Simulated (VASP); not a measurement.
# Sc (P6_3/mmc) in VASP: electric field gradients with r2SCAN

Aim: the electric field gradients of Sc with r2SCAN.

Everything below comes from runs of VASP 6.6.1. Logs are shortened: lines on timing, memory, paths and dates and some standing lists are left out, and cuts for length are marked.

### 1 The crystal as given

Symmetry: P6_3/mmc, No. 194, hexagonal system. Conventional cell: a = 3.309 Å, b = 3.309 Å, c = 5.273 Å, α = 90.00°, β = 90.00°, γ = 120.00°. Around Sc (site symmetry -6m2) lie 12 Sc at 3.26 to 3.31 Å.

### 2 Electric field gradients, r2SCAN

INCAR

```
PREC = Accurate
ENCUT = 520
EDIFF = 1E-7
ISMEAR = -1
SIGMA = 0.05
LREAL = False
LASPH = True
NELM = 80
ALGO = Normal
ISIF = 2
LWAVE = False
LCHARG = False
METAGGA = R2SCAN
LMIXTAU = True
LEFG = True
```

KPOINTS

```
regular mesh
0
Gamma
  11 11 6
```

POSCAR

```
Sc
1.0
    3.3090000000      0.0000000000      0.0000000000
   -1.6545000000      2.8656780611      0.0000000000
    0.0000000000      0.0000000000      5.2733000000
Sc
2
Direct
    0.3333333333      0.6666666667      0.2500000000
    0.6666666667      0.3333333333      0.7500000000
```

Potentials or basis: VASP PAW PBE potentials, release 64 (Sc_sv).

Launch:

```console
cat potpaw_PBE.64/Sc_sv/POTCAR > POTCAR
mpirun -np 1 vasp_std > vasp.out
```

OUTCAR:

```text
PREC = Accurate
   ENCUT = 520
   EDIFF = 1E-7
   ISMEAR = -1
   LREAL = False
   LASPH = True
   NELM = 80
   ISIF = 2
   METAGGA = R2SCAN

 ion  position               nearest neighbor table
   1  0.333  0.667  0.250-   2 3.26   2 3.26   2 3.26   2 3.26   2 3.26   2 3.26
   2  0.667  0.333  0.750-   1 3.26   1 3.26   1 3.26   1 3.26   1 3.26   1 3.26

  LATTYP: Found a hexagonal cell.
 ALAT       =     3.3090000000
 C/A-ratio  =     1.5936234512

  Lattice vectors:

 A1 = (   3.3090000000,   0.0000000000,   0.0000000000)
 A2 = (  -1.6545000000,   2.8656780611,   0.0000000000)
 A3 = (   0.0000000000,   0.0000000000,   5.2733000000)

Analysis of symmetry for initial positions (statically):
=====================================================================
 Subroutine PRICEL returns:
 Original cell was already a primitive cell.

 Routine SETGRP: Setting up the symmetry group for a
 hexagonal supercell.

 Subroutine GETGRP returns: Found 24 space group operations
 (whereof 12 operations were pure point group operations)
 out of a pool of 24 trial point group operations.

The static configuration has the point symmetry D_3d.
 The point group associated with its full space group is D_6h.

Analysis of symmetry for dynamics (positions and initial velocities):
=====================================================================
 Subroutine PRICEL returns:
 Original cell was already a primitive cell.

 Routine SETGRP: Setting up the symmetry group for a
 hexagonal supercell.

 Subroutine GETGRP returns: Found 24 space group operations
 (whereof 12 operations were pure point group operations)
 out of a pool of 24 trial point group operations.

The dynamic configuration has the point symmetry D_3d.
 The point group associated with its full space group is D_6h.

 Subroutine INISYM returns: Found 24 space group operations
 (whereof 12 operations are pure point group operations),
 and found     1 'primitive' translations

----------------------------------------------------------------------------------------

                                     Primitive cell

  volume of cell :      50.0042

  direct lattice vectors                    reciprocal lattice vectors
     3.309000000  0.000000000  0.000000000     0.302206105  0.174478776  0.000000000
    -1.654500000  2.865678061  0.000000000     0.000000000  0.348957552  0.000000000
     0.000000000  0.000000000  5.273300000     0.000000000  0.000000000  0.189634574

[... 132 lines left out ...]
 E-fermi :   3.6396     XC(G=0): -10.5448

 val. band max:        3.6359672508   @ k =   0.2727   0.0909   0.3333
 cond. band min:       3.6549976085   @ k =   0.2727   0.2727   0.3333
 fundamental gap:      0.0190303577
 Fermi energy:         3.6396338792

 k-point     1 :       0.0000    0.0000    0.0000
  band No.  band energies     occupation
      1     -47.9218      2.00000
      2     -47.8577      2.00000
      3     -25.7652      2.00000
      4     -25.4228      2.00000
      5     -25.4228      2.00000
      6     -25.3650      2.00000
      7     -25.3650      2.00000
      8     -25.3528      2.00000
      9      -1.8402      2.00000
     10       1.9214      2.00000
     11       3.8948      0.01208
     12       5.4475      0.00000
     13       5.4475      0.00000
     14       5.5775      0.00000
[... 401 lines left out ...]
      2     -47.8523      2.00000
      3     -25.6873      2.00000
      4     -25.5339      2.00000
      5     -25.5166      2.00000
      6     -25.4572      2.00000
      7     -25.3985      2.00000
      8     -25.3873      2.00000
      9      -0.4238      2.00000
     10       2.4503      2.00000
     11       3.4813      1.91911
     12       4.2885      0.00000
     13       5.2598      0.00000
     14       5.3807      0.00000
     15       5.7392      0.00000

 [... further k-points ...]
[... 5 lines left out ...]
  --------------------------------------------------------------------------------------
  -------------------------------------------------------------------------------------
  Total        0.1884286      0.1884286     -0.2606061     -0.0000000      0.0000000     -0.0000000
  in kB        6.0374103      6.0374103     -8.3500386     -0.0000000      0.0000000     -0.0000000
  external PRESSURE =       1.2415940 kB  Pullay stress =       0.0000000 kB

 VOLUME and BASIS-vectors are now :
 -----------------------------------------------------------------------------
  energy-cutoff  :      520.00
  volume of cell :       50.00
      direct lattice vectors                 reciprocal lattice vectors
     3.309000000  0.000000000  0.000000000     0.302206105  0.174478776  0.000000000
    -1.654500000  2.865678061  0.000000000     0.000000000  0.348957552  0.000000000
     0.000000000  0.000000000  5.273300000     0.000000000  0.000000000  0.189634574

 POSITION                                       TOTAL-FORCE (eV/Angst)
 -----------------------------------------------------------------------------------
     -0.00000      1.91045      1.31832         0.000000     -0.000000      0.000000
      1.65450      0.95523      3.95498        -0.000000      0.000000      0.000000
 -----------------------------------------------------------------------------------
    total drift:                               -0.000000      0.000000     -0.000000

  FREE ENERGIE OF THE ION-ELECTRON SYSTEM (eV)
  ---------------------------------------------------
  free  energy   TOTEN  =       -22.7246482380 eV

  energy  without entropy=      -22.6915621791  energy(sigma->0) =      -22.70810521

 Electric field gradients (V/A^2)
---------------------------------------------------------------------
 ion       V_xx      V_yy      V_zz      V_xy      V_xz      V_yz
---------------------------------------------------------------------
   1      -4.283    -4.283     8.566     0.000     0.000    -0.000
   2      -4.283    -4.283     8.566     0.000    -0.000     0.000
---------------------------------------------------------------------

 Electric field gradients after diagonalization (V/A^2)
 (convention: |V_zz| > |V_xx| > |V_yy|)
----------------------------------------------------------------------
 ion       V_xx      V_yy      V_zz     asymmetry (V_yy - V_xx)/ V_zz
----------------------------------------------------------------------
   1      -4.283    -4.282     8.566       0.000
   2      -4.283    -4.282     8.566       0.000
----------------------------------------------------------------------

           NMR quadrupolar parameters

 Cq : quadrupolar parameter    Cq=e*Q*V_zz/h
 eta: asymmetry parameters     (V_yy - V_xx)/ V_zz
 Q  : nuclear electric quadrupole moment in mb (millibarn)
----------------------------------------------------------------------
 ion       Cq(MHz)       eta       Q (mb)
----------------------------------------------------------------------
   1       0.021       0.000       1.000
   2       0.021       0.000       1.000
----------------------------------------------------------------------
```

Wall time 3.3 min (1 thread of Intel Xeon Platinum 8488C (Sapphire Rapids), shared host); peak memory 0.2 GiB.

What came out:

```yaml
Free_energy: -22.7246 eV
Pressure: 0.1 GPa
Band_gap_on_the_k_mesh: none (metal or under the smearing width)
```

Stress tensor (GPa, compression positive):
```
 0.60  0.00  0.00
 0.00  0.60  0.00
 0.00  0.00 -0.84
```

Electric field gradients, principal values (V/Å²):
```csv
atom,Vxx,Vyy,Vzz
1 Sc,-4.282,-4.283,8.566
2 Sc,-4.282,-4.283,8.566
```

Caveat: the PAW data sets were made with another functional, which shifts forces and pressure a little.
